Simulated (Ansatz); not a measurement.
# Ni (Im-3m) in Ansatz: further runs

Runs on Ni. Level: LDA. Tasks: single point, equation of state.

Everything below comes from runs of Ansatz 0.2.0. Logs are shortened: lines on timing, memory, paths and dates and some standing lists are left out, and cuts for length are marked.

### Step 1. The structure

Symmetry: Im-3m, No. 229, cubic system. The conventional cell has a = 2.767 Å, b = 2.767 Å, c = 2.767 Å, α = 90.00°, β = 90.00°, γ = 90.00°. Ni (site symmetry m-3m) is surrounded by 8 Ni at 2.40 Å.

This isn't the form of Ni at room conditions, which is fcc.

### Step 2. Single point, LDA, collinear spin, ferromagnetic start, 9.96 Å³/atom (volume scaled by 0.94)

The input, input.yaml:

```yaml
crystal:
  lattice:
    - [-1.3554684528, 1.3554684528, 1.3554684528]
    - [1.3554684528, -1.3554684528, 1.3554684528]
    - [1.3554684528, 1.3554684528, -1.3554684528]
  atoms:
    - { symbol: Ni, position: [0.0, 0.0, 0.0], spin: 1.0 }
hamiltonian:
  xc: lda
  pseudopotentials: { kind: paw }
magnetization:
  spin_polarized: true
kpoints:
  mp_grid: { grid: [13, 13, 13] }
scf:
  occupations: { method: fermi_dirac, width: 0.05 }
output:
  forces: true
  stress: true
  eigenvalues: true
  write_density: true
  write_potential: true
  elf: true
  volumetric_format: npy
```

Potentials or basis: Ansatz PAW.

Launch:

```console
> ansatz run input.yaml --threads 2 --pin off --max-ram 5632MiB --backend cpu --events-out ev --progress --plain --runs-dir out
```

The log of the run:

```text
Warning: RAYON_NUM_THREADS=2 ignored (pool sized by the plan → 2); use --threads N
Engine: ansatz 0.2.0, x86_64-unknown-linux-gnu
Pseudopotentials: kind: paw
Pseudopotential: Ni, paw, valence charge 18, recommended cutoff 420 eV (normal), Ni.paw.azcp
Functional definition: SPW92
  exchange = slater_x
  correlation = pw_c
Crystal: 1 atoms, lattice volume = 9.962 Å³
Basis set: ecut = 420 eV, 201 PW (Γ)
Bands: 14, of which v1, the nominal top of the filled ones, is band 9 counted from 1 (8 counted from 0)
Symmetry: 48 space group operations
Space group: Im-3m (ITA 229), of the structure as read, at distance tolerance 2.2e-5 Å
Magnetic group: BNS 229.140 (UNI 1642), of the structure as read, at distance tolerance 2.2e-5 Å
k-points: 84 of 2197
Non-local potential: Ni, projectors of the file, l = 0: 3, l = 1: 2, l = 2: 3, l = 3: 1
PAW form: soft (Blöchl's): semilocal exchange-correlation on the pseudo side does not see the compensation charge
PAW frozen core: Ni, regenerated for the run's functional, and the local potential with it (the file was generated under x = pbe(κ = 0.804, μ = 0.2195149727645171), c = pbe(β = 0.06672455060314922))
PAW one-centre angular grid: Ni, 590 points (default); XC on 64 Gauss nodes
Initial density: superposition of atomic densities (chi_scale 0.1, normalization cell)
Starting moments: Σ|m| = 1 μB on 1 of 1 site
Initial wavefunctions: pseudopotential atomic-orbital guess
Functional: x = slater, c = lda
SCF iter   1: F=—  HF=-5772.418953 eV  |F-HF|=—  |Δ(HF+E_count)|=         —  Δρ=1.09e-1 (↑1.09e-1 ↓4.23e-2)  dr2=1.20e0  dr2_m=1.45e-1  M=0.637 μB ∫|m|=0.657 μB  β_m=0.30  ethr=3.10e-3  ⟨swp⟩=5.7  Hψ=12218  notcnv=0
Mixer restart at iter 1: flushing history
preconditioner: auto → none  [metal: Δε(μ)=0.010 eV  Ē_g=16.952 eV  σ=0.050 eV  W_gap=0.05  n_scr=0 (ndim 8)  ℏωp=37.2 eV  f_vac=0.000  D(μ)=2.45/eV (n_scr^D=54)]
SCF iter   2: F=—  HF=-5772.167781 eV  |F-HF|=—  |Δ(HF+E_count)|=   2.51e-1  Δρ=6.96e-2 (↑2.65e-2 ↓6.96e-2)  dr2=3.95e-1  dr2_m=6.38e-2  M=0.633 μB ∫|m|=0.660 μB  β_m=0.26  ethr=3.10e-3  ⟨swp⟩=3.2  Hψ=5703  notcnv=0  defer=71
SCF iter   3: F=—  HF=-5772.415247 eV  |F-HF|=—  |Δ(HF+E_count)|=   2.47e-1  Δρ=3.72e-2 (↑1.65e-2 ↓3.72e-2)  dr2=2.55e-2  dr2_m=6.03e-2  M=0.616 μB ∫|m|=0.643 μB  β_m=0.29  ethr=2.20e-3  ⟨swp⟩=2.7  Hψ=4035  notcnv=0  defer=71
SCF iter   4: F=—  HF=-5772.966038 eV  |F-HF|=—  |Δ(HF+E_count)|=   5.51e-1  Δρ=2.52e-2 (↑1.29e-2 ↓2.52e-2)  dr2=9.14e-3  dr2_m=3.17e-2  M=0.569 μB ∫|m|=0.598 μB  β_m=0.37  ethr=1.42e-4  ⟨swp⟩=3.0  Hψ=4845  notcnv=0  defer=82
SCF iter   5: F=—  HF=-5773.274509 eV  |F-HF|=—  |Δ(HF+E_count)|=   3.08e-1  Δρ=2.23e-2 (↑2.23e-2 ↓1.10e-2)  dr2=7.62e-3  dr2_m=2.48e-2  M=0.443 μB ∫|m|=0.473 μB  β_m=0.30  ethr=5.08e-5  ⟨swp⟩=2.8  Hψ=5832  notcnv=0  defer=80
SCF iter   6: F=—  HF=-5773.246136 eV  |F-HF|=—  |Δ(HF+E_count)|=   2.84e-2  Δρ=3.58e-2 (↑3.58e-2 ↓9.52e-3)  dr2=4.11e-2  dr2_m=4.54e-2  M=0.295 μB ∫|m|=0.326 μB  β_m=0.63  ethr=4.23e-5  ⟨swp⟩=2.6  Hψ=4769  notcnv=0  defer=87  recentre
SCF iter   7: F=-5773.266839 eV  HF=-5773.247797 eV  |F-HF|=1.90e-2  |Δ(HF+E_count)|=   1.66e-3  Δρ=3.33e-2 (↑3.33e-2 ↓1.79e-2)  dr2=1.35e-2  dr2_m=5.94e-2  M=0.317 μB ∫|m|=0.346 μB  β_m=0.82  ethr=4.23e-5  ⟨swp⟩=2.2  Hψ=3796  notcnv=0  defer=88
SCF iter   8: F=-5773.248273 eV  HF=-5773.269369 eV  |F-HF|=2.11e-2  |Δ(HF+E_count)|=   2.16e-2  Δρ=3.75e-2 (↑3.75e-2 ↓9.39e-3)  dr2=4.79e-2  dr2_m=4.82e-2  M=0.299 μB ∫|m|=0.328 μB  β_m=0.91  ethr=4.23e-5  ⟨swp⟩=1.4  Hψ=2477  notcnv=0  defer=87
SCF iter   9: F=-5773.270624 eV  HF=-5773.278420 eV  |F-HF|=7.80e-3  |Δ(HF+E_count)|=   9.05e-3  Δρ=1.78e-2 (↑1.78e-2 ↓8.04e-3)  dr2=5.86e-3  dr2_m=1.49e-2  M=0.301 μB ∫|m|=0.325 μB  β_m=0.69  ethr=4.23e-5  ⟨swp⟩=2.4  Hψ=4240  notcnv=0  defer=87
SCF iter  10: F=-5773.272369 eV  HF=-5773.278195 eV  |F-HF|=5.83e-3  |Δ(HF+E_count)|=   2.25e-4  Δρ=1.47e-2 (↑1.47e-2 ↓5.80e-3)  dr2=4.77e-3  dr2_m=9.32e-3  M=0.274 μB ∫|m|=0.297 μB  β_m=0.09  ethr=3.26e-5  ⟨swp⟩=1.0  Hψ=2976  notcnv=0  defer=86
SCF iter  11: F=-5773.276197 eV  HF=-5773.276745 eV  |F-HF|=5.48e-4  |Δ(HF+E_count)|=   1.45e-3  Δρ=8.00e-3 (↑8.00e-3 ↓7.59e-3)  dr2=1.91e-5  dr2_m=5.52e-3  M=0.260 μB ∫|m|=0.282 μB  β_m=0.18  ethr=2.65e-5  ⟨swp⟩=2.1  Hψ=3214  notcnv=0  defer=87
SCF iter  12: F=-5773.276006 eV  HF=-5773.274914 eV  |F-HF|=1.09e-3  |Δ(HF+E_count)|=   1.83e-3  Δρ=2.85e-3 (↑2.85e-3 ↓1.30e-3)  dr2=3.05e-4  dr2_m=1.93e-4  M=0.220 μB ∫|m|=0.244 μB  β_m=0.75  ethr=1.06e-7  ⟨swp⟩=2.6  Hψ=4676  notcnv=0  defer=87
SCF iter  13: F=-5773.275489 eV  HF=-5773.275622 eV  |F-HF|=1.32e-4  |Δ(HF+E_count)|=   7.08e-4  Δρ=9.34e-3 (↑4.82e-3 ↓9.34e-3)  dr2=1.32e-3  dr2_m=4.51e-3  M=0.145 μB ∫|m|=0.159 μB  β_m=0.75  ethr=1.06e-7  ⟨swp⟩=3.0  Hψ=5210  notcnv=0  defer=87  recentre
SCF iter  14: F=-5773.276323 eV  HF=-5773.276292 eV  |F-HF|=3.12e-5  |Δ(HF+E_count)|=   6.70e-4  Δρ=4.83e-4 (↑4.83e-4 ↓4.37e-4)  dr2=4.51e-7  dr2_m=1.89e-5  M=0.206 μB ∫|m|=0.222 μB  β_m=0.81  ethr=1.06e-7  ⟨swp⟩=2.5  Hψ=4770  notcnv=0  defer=88
SCF iter  15: F=-5773.276329 eV  HF=-5773.276334 eV  |F-HF|=5.03e-6  |Δ(HF+E_count)|=   4.22e-5  Δρ=5.40e-4 (↑2.42e-4 ↓5.40e-4)  dr2=5.98e-6  dr2_m=1.36e-5  M=0.211 μB ∫|m|=0.228 μB  β_m=0.76  ethr=2.50e-9  ⟨swp⟩=2.0  Hψ=3943  notcnv=0  defer=88
SCF iter  16: F=-5773.276333 eV  HF=-5773.276334 eV  |F-HF|=5.12e-7  |Δ(HF+E_count)|=   2.70e-7  Δρ=1.17e-4 (↑1.17e-4 ↓2.72e-5)  dr2=4.61e-7  dr2_m=4.27e-7  M=0.213 μB ∫|m|=0.230 μB  β_m=0.83  ethr=2.50e-9  ⟨swp⟩=2.1  Hψ=3922  notcnv=0  defer=88
SCF iter  17: F=-5773.276334 eV  HF=-5773.276334 eV  |F-HF|=1.67e-8  |Δ(HF+E_count)|=   1.47e-7  Δρ=4.31e-5 (↑4.31e-5 ↓3.56e-5)  dr2=3.83e-9  dr2_m=1.40e-7  M=0.214 μB ∫|m|=0.231 μB  β_m=0.91  ethr=2.50e-9  ⟨swp⟩=1.6  Hψ=2709  notcnv=0  defer=88
SCF iter  18: F=-5773.276334 eV  HF=-5773.276334 eV  |F-HF|=2.10e-9  |Δ(HF+E_count)|=   1.47e-8  Δρ=7.50e-6 (↑5.32e-6 ↓7.50e-6)  dr2=9.17e-9  dr2_m=3.09e-10  M=0.214 μB ∫|m|=0.231 μB  β_m=0.96  ethr=2.13e-11  ⟨swp⟩=2.1  Hψ=3711  notcnv=0  defer=88
SCF iter  19: F=-5773.276334 eV  HF=-5773.276334 eV  |F-HF|=1.14e-9  |Δ(HF+E_count)|=   2.83e-9  Δρ=2.68e-6 (↑2.33e-6 ↓2.68e-6)  dr2=1.43e-9  dr2_m=6.93e-12  M=0.214 μB ∫|m|=0.231 μB  ethr=2.13e-11  ⟨swp⟩=6.8  Hψ=12600  notcnv=0
SCF 1 converged in 19 iterations: F = -5773.276334 eV  dr2 = 1.43e-9
Initial density: read from a saved state, or passed on in memory by an earlier SCF of this step, an earlier step, the calling program or the single point that the run made first
Starting moments: Σ|m| = 1 μB on 1 of 1 site; this step starts from the density that it was given
Initial wavefunctions: those read from a saved state, or passed on in memory by an earlier step or the calling program
iter 1 solved again at ethr=7.97e-12 eV; its pass at ethr=5.56e-6 eV (dr2=1.43e-9 eV) is discarded
SCF iter   1: F=—  HF=-5773.276334 eV  |F-HF|=—  |Δ(HF+E_count)|=         —  Δρ=2.68e-6 (↑2.33e-6 ↓2.68e-6)  dr2=1.43e-9  dr2_m=6.93e-12  M=0.214 μB ∫|m|=0.231 μB  ethr=7.97e-12  ⟨swp⟩=1.0  Hψ=16096  notcnv=0
preconditioner: auto → none  [metal: Δε(μ)=0.020 eV  Ē_g=17.965 eV  σ=0.050 eV  W_gap=0.10  n_scr=0 (ndim 8)  ℏωp=37.2 eV  f_vac=0.000  D(μ)=1.67/eV (n_scr^D=18)]
SCF iter   2: F=—  HF=-5773.274004 eV  |F-HF|=—  |Δ(HF+E_count)|=   2.33e-3  Δρ=8.56e-3 (↑8.56e-3 ↓2.55e-3)  dr2=2.32e-3  dr2_m=2.65e-3  M=0.525 μB ∫|m|=0.562 μB  ethr=5.56e-6  ⟨swp⟩=1.2  Hψ=13869  notcnv=0
SCF iter   3: F=—  HF=-5773.276325 eV  |F-HF|=—  |Δ(HF+E_count)|=   2.32e-3  Δρ=2.86e-4 (↑2.86e-4 ↓2.42e-4)  dr2=1.14e-7  dr2_m=6.38e-6  M=0.228 μB ∫|m|=0.247 μB  ethr=5.56e-6  ⟨swp⟩=1.0  Hψ=6061  notcnv=0
an SCF towards Hund's moment on open shells that bore less, with the run's symmetry operations kept, reached no lower state that the run goes on to. This is no proof of a minimum
at 4 of the mixer's solves, the last at iteration 9, it left a direction of its history that read negative out of its fit and stepped the other way along it
the search or the solves at the SCF's close seem to have found levels that the self-consistency loop had missed (the run counts 1). By its estimate they hold under 1e-12 electrons; where the run keeps them, the occupations were computed again with them
SCF converged after 19 iterations
Magnetization: 0.2141 μB (9.1071 up, 8.8929 down)
Absolute magnetization: 0.2313 μB (∫|ρ↑−ρ↓|, with the PAW one-centre terms)
Spin contamination: 0.0011 ħ² per cell (⟨S²⟩ above its minimum at these occupations)
Per-site moments (μB) at R_I (Å): [(0.22200159555657423, 0.9684428441763804)]
Free energy (F): -5773.276334 eV
Harris-Foulkes:  -5773.276334 eV  (|F-HF|=1.14e-9)
Internal energy: -5773.262160 eV  (E = F + TS)
E sigma→0 (E₀):  -5773.269247 eV
Entropy (-TS):   -0.014173 eV (-14.173 meV/atom)
Fermi energy:    19.628445 eV
--- Per-component energies (eV) ---
  E_band       = -253.051585
  E_kinetic    = 284.998664
  E_local      = -3293.963439  (includes V_loc(G=0)·N_el)
  E_nonlocal   = 638.646654
  E_hartree    = 1376.419099
  E_xc         = -85.443521
  E_vxc        = -110.625403  (∫ρ·V_xc dr)
  E_paw        = -1562.818802  (= ΣΔE_a)
  E_vpaw       = -524.943843  (= ΣTr[D̂ρ^β])
  E_aug_tail   = 0.000425  (compensation charges beyond the density's cutoff)
  E_ewald      = -3131.535361
  E_core_change = 0.434120  (= ΣΔE_core)
  E_smearing   = -0.014173  (= −TS)
  E_closure    = -0.000000  (closes the sum)
  Σ components = -5773.276334   (vs F -5773.276334, Δ=0.00e0)
--- Forces (eV/Å), atoms counted from 1 ---
  atom   1  Ni     0.00000000     0.00000000    -0.00000000
  max |Σ_I F_I| component: 9.04e-32 eV/Å
--- Stress (GPa, compression-positive) ---
        2.348463      -0.000000      -0.000000
        0.000000       2.348463      -0.000000
       -0.000000      -0.000000       2.348463
  P = ⅓ Tr σ = 2.3485 GPa (23.485 kbar)
--- Band table (eV; the first three rows and the last of 168) ---
  k-point 0 ↑: bands = ["-82.8243", "-43.4614", "-43.4614", "-43.4614", "10.0819", "17.3148", "17.3148", "17.3148", "18.9116", "18.9116", "46.8505", "46.8505", "46.8505", "52.1653"]
  k-point 1 ↑: bands = ["-82.8210", "-43.4799", "-43.4677", "-43.4613", "10.3435", "17.2492", "17.3084", "17.4438", "18.8458", "18.9170", "45.0338", "46.4011", "46.5739", "51.0661"]
  k-point 2 ↑: bands = ["-82.8119", "-43.5313", "-43.4852", "-43.4611", "11.1026", "17.0700", "17.2654", "17.8123", "18.7158", "18.9351", "41.3642", "44.9087", "45.9944", "48.2149"]
  k-point 83 ↓: bands = ["-82.4570", "-43.4362", "-43.4333", "-43.4333", "15.2099", "15.2196", "19.8552", "19.8552", "19.9255", "29.0196", "30.1985", "30.1985", "36.3929", "37.0312"]
```

It took 23 s on 2 threads of Intel Xeon at 2.50GHz (Skylake/Cascade Lake), shared host; peak memory 0.36 GiB.

What came out:

```
Free energy            : -5773.2763 eV
Pressure               : 2.3 GPa
Band gap on the k mesh : none (metal or under the smearing width)
Net moment             : 0.21 μB per cell
Absolute moment        : 0.23 μB per cell
Site moments           : Ni +0.22 μB
```

Caveat: the PAW data sets come from PBE, with cores solved anew for the run's functional, which leaves a small shift of forces and pressure.

### Step 3. Single point, LDA, collinear spin, ferromagnetic start, 10.17 Å³/atom (volume scaled by 0.96)

The input, input.yaml:

```yaml
crystal:
  lattice:
    - [-1.3650143198, 1.3650143198, 1.3650143198]
    - [1.3650143198, -1.3650143198, 1.3650143198]
    - [1.3650143198, 1.3650143198, -1.3650143198]
  atoms:
    - { symbol: Ni, position: [0.0, 0.0, 0.0], spin: 1.0 }
hamiltonian:
  xc: lda
  pseudopotentials: { kind: paw }
magnetization:
  spin_polarized: true
kpoints:
  mp_grid: { grid: [13, 13, 13] }
scf:
  occupations: { method: fermi_dirac, width: 0.05 }
output:
  forces: true
  stress: true
  eigenvalues: true
```

Potentials or basis: Ansatz PAW.

Launch:

```console
> ansatz run input.yaml --threads 2 --pin off --max-ram 5632MiB --backend cpu --events-out ev --progress --plain --runs-dir out
```

Wall time 15 s (2 threads of Intel Xeon at 2.50GHz (Skylake/Cascade Lake), shared host); peak memory 0.35 GiB.

It converged, with:

| Property | Result |
| --- | --- |
| Free energy | -5773.2760 eV |
| Pressure | -2.6 GPa |
| Band gap on the k mesh | none (metal or under the smearing width) |
| Net moment | 0.30 μB per cell |
| Absolute moment | 0.32 μB per cell |
| Site moments | Ni +0.31 μB |

Caveat: the PAW data sets come from PBE, with cores solved anew for the run's functional, which leaves a small shift of forces and pressure.

### Step 4. Single point, LDA, collinear spin, ferromagnetic start, 10.39 Å³/atom (volume scaled by 0.98)

input.yaml, as its differences from that of step 3:

```diff
@@ -2,5 +2,5 @@
   lattice:
-    - [-1.3650143198, 1.3650143198, 1.3650143198]
-    - [1.3650143198, -1.3650143198, 1.3650143198]
-    - [1.3650143198, 1.3650143198, -1.3650143198]
+    - [-1.3744285092, 1.3744285092, 1.3744285092]
+    - [1.3744285092, -1.3744285092, 1.3744285092]
+    - [1.3744285092, 1.3744285092, -1.3744285092]
   atoms:
```

Launch:

```console
> ansatz run input.yaml --threads 2 --pin off --max-ram 5632MiB --backend cpu --events-out ev --progress --plain --runs-dir out
```

It took 7.2 s on 2 threads of Intel Xeon at 2.50GHz (Skylake/Cascade Lake), shared host; peak memory 0.31 GiB.

Results (log left out):

```
Free energy            : -5773.2703 eV
Pressure               : -6.3 GPa
Band gap on the k mesh : none (metal or under the smearing width)
Net moment             : 0.52 μB per cell
Absolute moment        : 0.55 μB per cell
Site moments           : Ni +0.53 μB
```

Caveat: the PAW data sets come from PBE, with cores solved anew for the run's functional, which leaves a small shift of forces and pressure.

### Step 5. Single point, LDA, collinear spin, ferromagnetic start, 10.60 Å³/atom

input.yaml, as its differences from that of step 4:

```diff
@@ -2,5 +2,5 @@
   lattice:
-    - [-1.3744285092, 1.3744285092, 1.3744285092]
-    - [1.3744285092, -1.3744285092, 1.3744285092]
-    - [1.3744285092, 1.3744285092, -1.3744285092]
+    - [-1.38371547, 1.38371547, 1.38371547]
+    - [1.38371547, -1.38371547, 1.38371547]
+    - [1.38371547, 1.38371547, -1.38371547]
   atoms:
```

Launch:

```console
> ansatz run input.yaml --threads 2 --pin off --max-ram 5632MiB --backend cpu --events-out ev --progress --plain --runs-dir out
```

It took 6.9 s on 2 threads of Intel Xeon at 2.50GHz (Skylake/Cascade Lake), shared host; peak memory 0.3 GiB.

It converged, with:

```
Free energy            : -5773.2593 eV
Pressure               : -10.3 GPa
Band gap on the k mesh : none (metal or under the smearing width)
Net moment             : 0.55 μB per cell
Absolute moment        : 0.59 μB per cell
Site moments           : Ni +0.57 μB
```

Caveat: the PAW data sets come from PBE, with cores solved anew for the run's functional, which leaves a small shift of forces and pressure.

### Step 6. Single point, LDA, collinear spin, ferromagnetic start, 10.81 Å³/atom (volume scaled by 1.02)

input.yaml, as its differences from that of step 5:

```diff
@@ -2,5 +2,5 @@
   lattice:
-    - [-1.38371547, 1.38371547, 1.38371547]
-    - [1.38371547, -1.38371547, 1.38371547]
-    - [1.38371547, 1.38371547, -1.38371547]
+    - [-1.3928794157, 1.3928794157, 1.3928794157]
+    - [1.3928794157, -1.3928794157, 1.3928794157]
+    - [1.3928794157, 1.3928794157, -1.3928794157]
   atoms:
@@ -20 +20,5 @@
   eigenvalues: true
+  write_density: true
+  write_potential: true
+  elf: true
+  volumetric_format: npy
```

Potentials or basis: Ansatz PAW.

Launch:

```console
> ansatz run input.yaml --threads 2 --pin off --max-ram 5632MiB --backend cpu --events-out ev --progress --plain --runs-dir out
```

Run time: 9.6 s. Hardware: 2 threads of Intel Xeon at 2.50GHz (Skylake/Cascade Lake), shared host; peak memory 0.31 GiB.

Results (log left out):

| Quantity | Value |
| --- | --- |
| Free energy | -5773.2433 eV |
| Pressure | -13.9 GPa |
| Band gap on the k mesh | none (metal or under the smearing width) |
| Net moment | 0.57 μB per cell |
| Absolute moment | 0.61 μB per cell |
| Site moments | Ni +0.59 μB |

Caveat: the PAW data sets come from PBE, with cores solved anew for the run's functional, which leaves a small shift of forces and pressure.

### Step 7. Single point, LDA, collinear spin, ferromagnetic start, 11.02 Å³/atom (volume scaled by 1.04)

The input, input.yaml:

```yaml
crystal:
  lattice:
    - [-1.4019243406, 1.4019243406, 1.4019243406]
    - [1.4019243406, -1.4019243406, 1.4019243406]
    - [1.4019243406, 1.4019243406, -1.4019243406]
  atoms:
    - { symbol: Ni, position: [0.0, 0.0, 0.0], spin: 1.0 }
hamiltonian:
  xc: lda
  pseudopotentials: { kind: paw }
magnetization:
  spin_polarized: true
kpoints:
  mp_grid: { grid: [13, 13, 13] }
scf:
  occupations: { method: fermi_dirac, width: 0.05 }
output:
  forces: true
  stress: true
  eigenvalues: true
```

Launch:

```console
> ansatz run input.yaml --threads 2 --pin off --max-ram 5632MiB --backend cpu --events-out ev --progress --plain --runs-dir out
```

Run time: 7.8 s. Hardware: 2 threads of Intel Xeon at 2.50GHz (Skylake/Cascade Lake), shared host; peak memory 0.31 GiB.

It converged, with:

* Free energy: -5773.2228 eV
* Pressure: -17.1 GPa
* Band gap on the k mesh: none (metal or under the smearing width)
* Net moment: 0.58 μB per cell
* Absolute moment: 0.63 μB per cell
* Site moments: Ni +0.60 μB

Caveat: the PAW data sets come from PBE, with cores solved anew for the run's functional, which leaves a small shift of forces and pressure.

### Step 8. Single point, LDA, collinear spin, ferromagnetic start, 11.23 Å³/atom (volume scaled by 1.06)

The input, input.yaml:

```yaml
crystal:
  lattice:
    - [-1.4108540358, 1.4108540358, 1.4108540358]
    - [1.4108540358, -1.4108540358, 1.4108540358]
    - [1.4108540358, 1.4108540358, -1.4108540358]
  atoms:
    - { symbol: Ni, position: [0.0, 0.0, 0.0], spin: 1.0 }
hamiltonian:
  xc: lda
  pseudopotentials: { kind: paw }
magnetization:
  spin_polarized: true
kpoints:
  mp_grid: { grid: [13, 13, 13] }
scf:
  occupations: { method: fermi_dirac, width: 0.05 }
output:
  forces: true
  stress: true
  eigenvalues: true
  write_density: true
  write_potential: true
  elf: true
  volumetric_format: npy
```

Launch:

```console
> ansatz run input.yaml --threads 2 --pin off --max-ram 5632MiB --backend cpu --events-out ev --progress --plain --runs-dir out
```

Wall time 12 s (2 threads of Intel Xeon at 2.50GHz (Skylake/Cascade Lake), shared host); peak memory 0.31 GiB.

The run converged. Its results:

```
Free energy            : -5773.1983 eV
Pressure               : -19.9 GPa
Band gap on the k mesh : none (metal or under the smearing width)
Net moment             : 0.59 μB per cell
Absolute moment        : 0.64 μB per cell
Site moments           : Ni +0.62 μB
```

Caveat: the PAW data sets come from PBE, with cores solved anew for the run's functional, which leaves a small shift of forces and pressure.

### Step 9. Equation of state, LDA, collinear spin, ferromagnetic start

Potentials or basis: Ansatz PAW.

This step only gathers the single runs of the series.

What came out:

* Equilibrium volume: 10.06 Å³/atom (rough: see the caveat)
* Bulk modulus: 210 GPa (rough)

Energy against volume, from the lowest point:
```tsv
volume (Å³/atom)	energy (meV/atom)
9.962	0.00
10.174	0.30
10.385	6.05
10.597	17.02
10.809	33.03
11.021	53.55
11.233	78.06
```

Caveat: the fit is doubtful: noisy points or a state that changes with volume.
